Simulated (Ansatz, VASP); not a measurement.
One calculation of BAs, two programs

File POSCAR:

```
BAs
1.0
    0.0000000000      2.4112093400      2.4112093400
    2.4112093400      0.0000000000      2.4112093400
    2.4112093400      2.4112093400      0.0000000000
B As
1 1
Direct
    0.0000000000      0.0000000000      0.0000000000
    0.2500000000      0.2500000000      0.2500000000
```

Contents of INCAR.step1:

```
SYSTEM = BAs
PREC = Accurate ; ENCUT = 520
ISMEAR = -1 ; SIGMA = 0.025
LREAL = .False. ; LASPH = .True.
NELM = 60 ; NBANDS = 11
GGA = PE ; ALGO = Normal
EDIFF = 1E-4 ; LWAVE = .True.
LCHARG = .False.
```

INCAR.step2

```
SYSTEM = BAs
PREC = Accurate ; ENCUT = 520
EDIFF = 1E-7 ; ISMEAR = -1
SIGMA = 0.025 ; LREAL = .False.
LASPH = .True. ; NELM = 60
ALGO = Normal ; ISIF = 2
LWAVE = .False. ; LCHARG = .False.
METAGGA = R2SCAN ; LMIXTAU = .True.
IVDW = 12 ; VDW_S6 = 1.0
VDW_S8 = 0.78981345 ; VDW_A1 = 0.49484001
VDW_A2 = 5.73083694 ; NBANDS = 11
ISTART = 1
```

File KPOINTS:

```
regular mesh
0
Gamma
  6 6 6
  0 0 0
```

Input for Ansatz:

```yaml
crystal:
  lattice:
    - [0.0, 2.41120934, 2.41120934]
    - [2.41120934, 0.0, 2.41120934]
    - [2.41120934, 2.41120934, 0.0]
  atoms:
    - { symbol: B, position: [0.0, 0.0, 0.0] }
    - { symbol: As, position: [0.25, 0.25, 0.25] }
  symmetry: { tolerance: 0.0003 }
kpoints:
  mp_grid: { grid: [6, 6, 6], shift: [0, 0, 0] }
magnetization:
  spin_polarized: false
scf:
  occupations: { method: fermi_dirac, width: 0.025 }
  algorithm: density_mixing
hamiltonian:
  pseudopotentials: { kind: paw }
  xc: r2scan
  dispersion: d3bj
basis:
  ecutwfc: 500
output:
  forces: true
  stress: true
  eigenvalues: true
```

Alike in both runs: task single point; functional r2SCAN; dispersion D3(BJ); k mesh 6 × 6 × 6; occupations fermi-dirac, width 0.025 eV; no spin polarisation.

|  | VASP | Ansatz |
| --- | --- | --- |
| version | VASP 6.6.1 | Ansatz 0.2.0 |
| potentials or method | VASP PAW PBE potentials, release 64 (B, As) | PAW plane waves |
| plane-wave cutoff (eV) | 520 | 500 |
| valence electrons in the cell | 8 | 18 |

VASP gave:

* gap on the k mesh at the Fermi level (eV): 1.49
* pressure (GPa): -4.7
* dispersion energy (meV/atom): -149.5

Question: Estimate Ansatz's values.

Answer: gap on the k mesh at the Fermi level (eV): 1.49; pressure (GPa): -4.9; dispersion energy (meV/atom): -149.6.

The two sets of potentials don't hold the same shells in valence. Ansatz warned: «dispersion_damping_borrowed».

Caveats: the PAW data sets were made with another functional, which shifts forces and pressure a little (VASP). A k mesh can miss the band edges. r2SCAN opens gaps a little over a GGA but as a rule still falls short of measured ones.
